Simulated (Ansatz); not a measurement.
Nb:

```xyz
1
Lattice="0.0000 2.1150 2.1150 2.1150 0.0000 2.1150 2.1150 2.1150 0.0000" Properties=species:S:1:pos:R:3 pbc="T T T"
Nb    0.0000    0.0000    0.0000
```

This isn't the form of Nb at room conditions, which is bcc.

- Program: Ansatz 0.2.0
- Task: relaxation of cell and atoms
- Functional: B3LYP
- Potentials or basis: Ansatz PAW
- Cutoff: 420 eV (not typed: the program's choice for these potentials)
- k mesh: 6 × 6 × 6
- Occupations: fermi-dirac, width 0.05 eV
- Spin: no spin polarisation

At the start: volume 18.92 Å³/atom.

Question: Where does the relaxation end?

Answer: It ends after 5 steps and the volume is 19.28 Å³/atom (+1.9 %); space group Fm-3m (No. 225, to 0.05 Å).

The path:
| step | energy change (eV) | largest force (eV/Å) | volume (Å³) |
| --- | --- | --- | --- |
| 1 | 0.0000 | 0.0000 | 18.92 |
| 2 | -0.0301 | 0.0000 | 19.04 |
| 3 | -0.0318 | 0.0000 | 19.30 |
| 4 | -0.0318 | 0.0000 | 19.28 |
| 5 | -0.0318 | 0.0000 | 19.28 |

Final structure:
```
Nb
1.0
     0.00000    2.12841    2.12841
     2.12841    0.00000    2.12841
     2.12841    2.12841    0.00000
Nb
1
Cartesian
  0.0000 0.0000 0.0000
```

Caveat: the k mesh is coarse (spacing up to 0.43 Å⁻¹), so the values aren't converged, least of all with exact exchange; the plane-wave basis is chosen anew once the cell has moved, so the energies of steps on either side of that aren't comparable; the PAW data sets come from PBE, with cores solved anew for the run's functional, which leaves a small shift of forces and pressure.
